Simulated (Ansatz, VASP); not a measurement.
## MgS in VASP and in Ansatz

```
Mg S
1.0
     2.57137    2.57137    0.00000
    -2.57137    2.57137    0.00000
     0.00000    0.00000    5.38923
Mg S
2 2
Direct
  0.00000 0.00000 0.00000
  0.50000 0.50000 0.50000
  0.50000 0.50000 0.00000
  0.00000 0.00000 0.50000
```

Change from the starting cell: uniaxial strain along c, a, b and atoms relaxed: +4.0 %.

Alike in both runs: functional PBEsol; k mesh 6 × 6 × 6; occupations gaussian, width 0.02 eV; no spin polarisation.

Ansatz relaxed the structure, and its values are those at the end. VASP's run is a single point on that final structure, the one shown.

|  | VASP | Ansatz |
| --- | --- | --- |
| version | VASP 6.6.1 | Ansatz 0.2.0 |
| potentials or method | VASP PAW PBE potentials, release 64 (Mg, S) | scalar-relativistic, plane waves, PAW |
| plane-wave cutoff (eV) | 520 | 420 |
| valence electrons in the cell | 16 | 32 |

Ansatz gave:

| Property | Result |
| --- | --- |
| gap on the k mesh at the Fermi level (eV) | 2.50 |
| least direct gap on the mesh (eV) | 2.75 |
| pressure (GPa) | -1.4 |

**Question.** What did VASP give for the same quantities?

**Answer.** gap on the k mesh at the Fermi level (eV): 2.50; least direct gap on the mesh (eV): 2.75; pressure (GPa): -1.6.

With one functional, cell and mesh, what is left measures potentials, basis and numerics. The two sets of potentials don't hold the same shells in valence.

Caveats: the PAW data sets were made with another functional, which shifts forces and pressure a little (VASP). A k mesh can miss the band edges.
